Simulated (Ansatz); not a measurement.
Ho (fcc)

Level of theory: DFT, PBE, scalar-relativistic, collinear spin; plane waves to 420 eV with PAW datasets (Ansatz 0.2.0), Γ-centred 14×14×7 mesh, 0.05 eV Gaussian smearing. The datasets are Ansatz's generated set soft_2.

```yaml
crystal:
  lattice:
    - [0.00000, 2.56374, 2.56374]
    - [5.20892, 2.56374, 2.56374]
    - [5.20892, 5.12748, 0.00000]
  atoms:
    - { symbol: Ho, position: [0.00000, 0.00000, 0.00000] }
    - { symbol: Ho, position: [0.00000, 0.00000, 0.50000] }
```

At room temperature and ambient pressure Ho is hcp.

Magnetic state: antiferromagnetic, site spin moments Ho 3.54, -3.54 μB.

Question: Which orbitals carry the states at the Fermi level, and how many states are there?

Answer: Within 0.1 eV of it: Ho 4f 69 %, Ho 5d 30 % (shares among the projected shells). The density of states at the Fermi level is about 9 states/eV per cell, averaged over 0.3 eV.

Density of states (tetrahedra, averaged over 0.4 eV; states/eV per cell of 2 atoms; energy in eV from the Fermi level; projections on Löwdin-orthogonalised atomic orbitals, summed over sites):

```tsv
E	total	Ho 4f down	Ho 4f up	Ho 5d up	Ho 5d down	Ho 6s
-4.85	0.1	0.0	0.0	0.0	0.0	0.1
-4.45	0.2	0.0	0.0	0.0	0.0	0.2
-4.05	0.3	0.0	0.0	0.0	0.0	0.2
-3.65	0.4	0.0	0.0	0.0	0.0	0.3
-3.25	11.0	5.3	5.3	0.1	0.1	0.3
-2.85	5.0	2.2	2.2	0.1	0.1	0.3
-2.45	7.3	3.3	3.3	0.2	0.2	0.4
-2.05	14.5	6.7	6.7	0.4	0.4	0.4
-1.65	1.6	0.0	0.0	0.6	0.6	0.3
-1.25	1.8	0.0	0.0	0.7	0.7	0.2
-0.85	6.3	2.2	2.2	0.8	0.8	0.2
-0.45	11.4	4.9	4.9	0.7	0.7	0.1
-0.05	7.6	2.5	2.5	1.3	1.3	0.0
0.35	3.8	0.3	0.3	1.5	1.5	0.1
0.75	17.9	7.2	7.2	1.4	1.4	0.3
1.15	3.7	0.2	0.2	1.5	1.5	0.1
1.55	3.3	0.0	0.0	1.3	1.3	0.3
1.95	2.0	0.0	0.0	0.8	0.8	0.2
2.35	1.8	0.0	0.0	0.9	0.9	0.0
2.75	2.7	0.0	0.0	1.3	1.3	0.0
3.15	2.5	0.0	0.0	1.2	1.2	0.1
3.55	2.8	0.0	0.0	1.3	1.3	0.1
3.95	2.1	0.0	0.0	0.9	0.9	0.1
4.35	1.8	0.0	0.0	0.8	0.8	0.1
4.75	1.9	0.0	0.0	0.8	0.8	0.1
5.15	2.1	0.0	0.0	0.9	0.9	0.1
```

Without a U the open 4f shell is pinned at the Fermi level, an artefact: in the real crystal it splits into occupied and empty levels away from it, and its large orbital moment is missing here. No spin–orbit coupling, a notable omission for heavy elements. The run wasn't fully tested for a lower electronic state. Site moments are of spin, integrated over atomic spheres.

The state of the open shells isn't shown to be the lowest, and forces and pressures are less sure for it.
